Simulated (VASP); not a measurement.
# CuI (Marshite) (F-43m) in VASP: notebook

The runs below take CuI (Marshite) through relaxation of cell and atoms, relaxation of the atoms, with PBE+D3(BJ).

Everything below comes from runs of VASP 6.6.1. Logs are shortened: lines on timing, memory, paths and dates and some standing lists are left out, and cuts for length are marked.

## Step 1: The crystal as given

It takes space group F-43m (No. 216, cubic). The conventional cell has a = 5.974 Å, b = 5.974 Å, c = 5.974 Å, α = 90.00°, β = 90.00°, γ = 90.00°. Around Cu (site symmetry -43m) lie 4 I at 2.59 Å. I (site symmetry -43m) has 4 Cu at 2.59 Å as nearest neighbours.

## Step 2: Relaxation of cell and atoms, PBE+D3(BJ)

INCAR

```
PREC     = Accurate       # precision mode
ENCUT    = 600            # plane-wave cutoff, eV
EDIFF    = 1E-7           # SCF threshold, eV
ISMEAR   = 0              # smearing method
SIGMA    = 0.03           # smearing width, eV
LREAL    = False          # projectors in reciprocal space
LASPH    = True           # aspherical terms in the spheres
NELM     = 80             # most SCF steps
ALGO     = Normal         # electronic algorithm
ISIF     = 3              # what is computed and relaxed
LWAVE    = False          # write WAVECAR
LCHARG   = False          # write CHGCAR
GGA      = PE             # functional
IVDW     = 12             # dispersion correction
IBRION   = 2              # ionic algorithm
NSW      = 90             # ionic steps
EDIFFG   = -0.005         # ionic threshold
```

KPOINTS

```
regular mesh
0
Gamma
  8 8 8
```

POSCAR

```
CuI                                     
1.0
    0.0000000000      2.9869531159      2.9869531159
    2.9869531159      0.0000000000      2.9869531159
    2.9869531159      2.9869531159      0.0000000000
  Cu              I             
     1     1
Direct
     0.2500000000000000    0.2500000000000000    0.2500000000000000
     0.0000000000000000    0.0000000000000000    0.0000000000000000
```

Potentials or basis: VASP PAW PBE potentials, release 64 (Cu, I).

Command:

```console
cat potpaw_PBE.64/Cu/POTCAR potpaw_PBE.64/I/POTCAR > POTCAR
mpirun -np 1 vasp_std > vasp.out
```

OUTCAR:

```text
PREC = Accurate
   ENCUT = 600
   EDIFF = 1E-7
   ISMEAR = 0
   LREAL = False
   LASPH = True
   NELM = 80
   ISIF = 3
   GGA = PE
   IVDW = 12
   IBRION = 2
   NSW = 90
   EDIFFG = -0.005
 IVDW          = 12

 ion  position               nearest neighbor table
   1  0.250  0.250  0.250-   2 2.59   2 2.59   2 2.59   2 2.59
   2  0.000  0.000  0.000-   1 2.59   1 2.59   1 2.59   1 2.59

  LATTYP: Found a face centered cubic cell.
 ALAT       =     5.9739062318

  Lattice vectors:

 A1 = (   0.0000000000,   2.9869531159,   2.9869531159)
 A2 = (   2.9869531159,   0.0000000000,   2.9869531159)
 A3 = (   2.9869531159,   2.9869531159,   0.0000000000)

Analysis of symmetry for initial positions (statically):
=====================================================================
 Subroutine PRICEL returns:
 Original cell was already a primitive cell.

 Routine SETGRP: Setting up the symmetry group for a
 face centered cubic supercell.

 Subroutine GETGRP returns: Found 24 space group operations
 (whereof 24 operations were pure point group operations)
 out of a pool of 48 trial point group operations.

The static configuration has the point symmetry T_d .

Analysis of symmetry for dynamics (positions and initial velocities):
=====================================================================
 Subroutine PRICEL returns:
 Original cell was already a primitive cell.

 Routine SETGRP: Setting up the symmetry group for a
 face centered cubic supercell.

 Subroutine GETGRP returns: Found 24 space group operations
 (whereof 24 operations were pure point group operations)
 out of a pool of 48 trial point group operations.

The dynamic configuration has the point symmetry T_d .

 Subroutine INISYM returns: Found 24 space group operations
 (whereof 24 operations are pure point group operations),
 and found     1 'primitive' translations

----------------------------------------------------------------------------------------

                                     Primitive cell

  volume of cell :      53.2985

  direct lattice vectors                    reciprocal lattice vectors
     0.000000000  2.986953116  2.986953116    -0.167394660  0.167394660  0.167394660
     2.986953116  0.000000000  2.986953116     0.167394660 -0.167394660  0.167394660
     2.986953116  2.986953116  0.000000000     0.167394660  0.167394660 -0.167394660

  length of vectors
     4.224189607  4.224189607  4.224189607     0.289936055  0.289936055  0.289936055

  position of ions in fractional coordinates (direct lattice)
     0.250000000  0.250000000  0.250000000
     0.000000000  0.000000000  0.000000000

  ion indices of the primitive-cell ions
   primitive index   ion index
                 1           1
                 2           2

----------------------------------------------------------------------------------------

 KPOINTS: regular mesh

Automatic generation of k-mesh.
 Grid dimensions read from file:
 generate k-points for:    8    8    8

 Generating k-lattice:

  Cartesian coordinates                     Fractional coordinates (reciprocal lattice)
    -0.020924332  0.020924332  0.020924332     0.125000000  0.000000000  0.000000000
     0.020924332 -0.020924332  0.020924332     0.000000000  0.125000000  0.000000000
     0.020924332  0.020924332 -0.020924332     0.000000000  0.000000000  0.125000000

  Length of vectors
     0.036242007  0.036242007  0.036242007

  Shift w.r.t. Gamma in fractional coordinates (k-lattice)
     0.000000000  0.000000000  0.000000000

 Subroutine IBZKPT returns following result:
 ===========================================

 Found     29 irreducible k-points:

 Following reciprocal coordinates:
            Coordinates               Weight
  0.000000  0.000000  0.000000      1.000000
  0.125000  0.000000  0.000000      8.000000
  0.250000  0.000000  0.000000      8.000000
  0.375000  0.000000  0.000000      8.000000
  0.500000  0.000000  0.000000      4.000000
  0.125000  0.125000  0.000000      6.000000
[... 16 lines left out ...]
  0.500000  0.250000  0.125000     48.000000
 -0.375000  0.250000  0.125000     24.000000
 [... further k-points ...]
   k-points           NKPTS =     29   k-points in BZ     NKDIM =     29   number of bands    NBANDS=     13
   number of dos      NEDOS =    301   number of ions     NIONS =      2
   total plane-waves  NPLWV =  46656
   dimension x,y,z NGX =    36 NGY =   36 NGZ =   36
   dimension x,y,z NGXF=    72 NGYF=   72 NGZF=   72
   ions per type =               1   1
   NGX,Y,Z   is equivalent  to a cutoff of  14.17, 14.17, 14.17 a.u.
   NGXF,Y,Z  is equivalent  to a cutoff of  28.34, 28.34, 28.34 a.u.
 SYSTEM =  unknown system
   PREC   = accura    normal or accurate (medium, high low for compatibility)
   ISTART =      0    job   : 0-new  1-cont  2-samecut
   ICHARG =      2    charge: 1-file 2-atom 10-const
   ISPIN  =      1    spin polarized calculation?
   LNONCOLLINEAR =      F non collinear calculations
   LSORBIT =      F    spin-orbit coupling
   LASPH  =      T    aspherical Exc in radial PAW
   ENCUT  =  600.0 eV  44.10 Ry    6.64 a.u.   8.44  8.44  8.44*2*pi/ulx,y,z
   NELM   =     80;   NELMIN=  2; NELMDL= -5     # of ELM steps
   EDIFF  = 0.1E-06   stopping-criterion for ELM
   LREAL  =      F    real-space projection
   EDIFFG = -.5E-02   stopping-criterion for IOM
   NSW    =     90    number of steps for IOM
   IBRION =      2    ionic relax: 0-MD 1-quasi-New 2-CG
   NFREE  =      1    steps in history (QN), initial steepest desc. (CG)
   ISIF   =      3    stress and relaxation
   ISYM   =      2    0-nonsym 1-usesym 2-fastsym
   POTIM  = 0.5000    time-step for ionic-motion
   TEBEG  =    0.0;   TEEND  =   0.0 temperature during run
   PSTRESS=    0.0 pullay stress
   NELECT =      18.0000    total number of electrons
   NUPDOWN=      -1.0000    fix difference up-down
   EMIN   =  10.00;   EMAX   =-10.00  energy-range for DOS
   EFERMI =   0.00;   METHOD = LEGACY
   ISMEAR =     0;   SIGMA  =   0.03  broadening in eV -4-tet -1-fermi 0-gaus
   EFERMI_NEDOS =   21; number of points for ismear=-14 and -15
   IALGO  =     38    algorithm
   IMIX   =      4    mixing-type and parameters
     AMIX     =   0.40;   BMIX     =  1.00
     AMIX_MAG =   1.60;   BMIX_MAG =  1.00
  volume/ion in A,a.u.               =      26.65       179.84
  Fermi-wavevector in a.u.,A,eV,Ry     =   1.140059  2.154399 17.683956  1.299734
  Thomas-Fermi vector in A             =   2.276761
   LORBIT       =      0    0 simple, 1 ext, 2 COOP (PROOUT), +10 PAW based schemes
   GGA     = PE    functional components
   LHFCALC =     F    Hartree Fock is set to
   AEXX    =    0.0000 exact exchange contribution
   IVDW    =    12    specifies the selected vdW correction
   LEPSILON=     F    determine dielectric tensor
   LRPA    =     F    only Hartree local field effects (RPA)
 conjugate gradient relaxation of ions
 non-spin polarized calculation
 Gauss-broadening in eV      SIGMA  =   0.03
  energy-cutoff  :      600.00
  volume of cell :       53.30
 maximum number of plane-waves:      1812
 NGX is ok and might be reduce to    36
   NGX = 17   NGY = 17   NGZ = 17

 number of electron      17.9999991 magnetization

 Free energy of the ion-electron system (eV)
  ---------------------------------------------------
  ext. energy  EPLUGINS =         0.00000000
  ---------------------------------------------------
  free energy    TOTEN  =        -5.54157904 eV

  energy without entropy =       -5.54157904  energy(sigma->0) =       -5.54157904

 E-fermi :   5.1068     XC(G=0):  -9.1444

 val. band max:        4.9208984180   @ k =   0.0000   0.0000   0.0000
 cond. band min:       6.1869371622   @ k =   0.0000   0.0000   0.0000
 fundamental gap:      1.2660387442
 Fermi energy:         5.1068082543

 k-point     1 :       0.0000    0.0000    0.0000
  band No.  band energies     occupation
      1      -9.3287      2.00000
      2       1.0767      2.00000
      3       1.0767      2.00000
      4       1.0767      2.00000
      5       2.8800      2.00000
      6       2.8800      2.00000
      7       4.9209      2.00000
      8       4.9209      2.00000
      9       4.9209      2.00000
     10       6.1869      0.00000
     11       9.7441      0.00000
     12       9.7441      0.00000
     13       9.7441      0.00000

 k-point     2 :       0.1250    0.0000    0.0000
  band No.  band energies     occupation
      1      -9.2484      2.00000
      2       0.7798      2.00000
      3       1.0843      2.00000
      4       1.0843      2.00000
      5       2.8731      2.00000
      6       2.8731      2.00000
      7       4.2484      2.00000
      8       4.7921      2.00000
      9       4.7921      2.00000
     10       6.8875      0.00000
     11       9.6870      0.00000
     12       9.9748      0.00000
     13       9.9748      0.00000

 k-point     3 :       0.2500    0.0000    0.0000
  band No.  band energies     occupation
      1      -9.0415      2.00000
      2       0.0611      2.00000
      3       1.0991      2.00000
      4       1.0991      2.00000
      5       2.8696      2.00000
      6       2.8696      2.00000
      7       3.5185      2.00000
      8       4.5106      2.00000
      9       4.5106      2.00000
     10       7.2748      0.00000
     11      10.3249      0.00000
     12      10.3249      0.00000
     13      10.4965      0.00000
[... 305 lines left out ...]
 k-point    23 :       0.5000    0.2500    0.1250
  band No.  band energies     occupation
      1      -8.6896      2.00000
      2      -0.5031      2.00000
      3       0.6299      2.00000
      4       1.0781      2.00000
      5       2.8289      2.00000
      6       2.8959      2.00000
      7       3.1057      2.00000
      8       3.5006      2.00000
      9       3.9544      2.00000
     10       8.5346      0.00000
     11       9.6020      0.00000
     12      10.5203      0.00000
     13      12.0041      0.00000

 k-point    24 :      -0.3750    0.2500    0.1250
  band No.  band energies     occupation
      1      -8.6054      2.00000
      2      -0.6583      2.00000
      3       0.5277      2.00000
      4       1.0663      2.00000
      5       2.8097      2.00000
      6       2.8914      2.00000
      7       3.0154      2.00000
      8       3.4834      2.00000
      9       3.8103      2.00000
     10       8.5112      0.00000
     11       9.5417      0.00000
     12      11.2004      0.00000
     13      12.4327      0.00000

 [... further k-points ...]

------------------------ aborting loop because EDIFF is reached ----------------------------------------

 Edisp (eV)   -0.71946

 E8    (eV) :    -0.3160

  FORCE on cell =-STRESS in cart. coord.  units (eV):
  Direction    XX          YY          ZZ          XY          YZ          ZX
  --------------------------------------------------------------------------------------
  -------------------------------------------------------------------------------------
  Total      -0.00970    -0.00970    -0.00970     0.00000    -0.00000     0.00000
  in kB      -0.29150    -0.29150    -0.29150     0.00000    -0.00000     0.00000
  external pressure =       -0.29 kB  Pullay stress =        0.00 kB

 VOLUME and BASIS-vectors are now :
 -----------------------------------------------------------------------------
  energy-cutoff  :      600.00
  volume of cell :       53.30
      direct lattice vectors                 reciprocal lattice vectors
     0.000000000  2.986953116  2.986953116    -0.167394660  0.167394660  0.167394660
     2.986953116  0.000000000  2.986953116     0.167394660 -0.167394660  0.167394660
     2.986953116  2.986953116  0.000000000     0.167394660  0.167394660 -0.167394660

 POSITION                                       TOTAL-FORCE (eV/Angst)
 -----------------------------------------------------------------------------------
      1.49348      1.49348      1.49348        -0.000000      0.000000     -0.000000
      0.00000      0.00000      0.00000         0.000000     -0.000000      0.000000
 -----------------------------------------------------------------------------------
    total drift:                                0.000001      0.000001      0.000000

  FREE ENERGIE OF THE ION-ELECTRON SYSTEM (eV)
  ---------------------------------------------------
  free  energy   TOTEN  =        -6.2610386825 eV

  energy  without entropy=       -6.2610386825  energy(sigma->0) =       -6.26103868

 reached required accuracy - stopping structural energy minimisation
```

Wall time 14 s (1 thread of Intel Xeon 6975P-C (Granite Rapids), shared host); peak memory 0.22 GiB.

What came out:

```yaml
Free_energy: -6.2610 eV
Pressure_after_relaxing: 0.0 GPa
Band_gap_on_the_k_mesh: 1.27 eV, direct
Dispersion_energy_per_atom: -0.360 eV
```

Final structure:
```yaml
crystal:
  lattice:
    - [0.00000, 2.98695, 2.98695]
    - [2.98695, 0.00000, 2.98695]
    - [2.98695, 2.98695, 0.00000]
  atoms:
    - { symbol: Cu, position: [0.25000, 0.25000, 0.25000] }
    - { symbol: I, position: [0.00000, 0.00000, 0.00000] }
```

Caveat: the relaxation stopped at its first step, so nothing moved; spin-orbit coupling is left out, which moves the levels of the heavy elements.

(Part 1 of 2 ends here.)
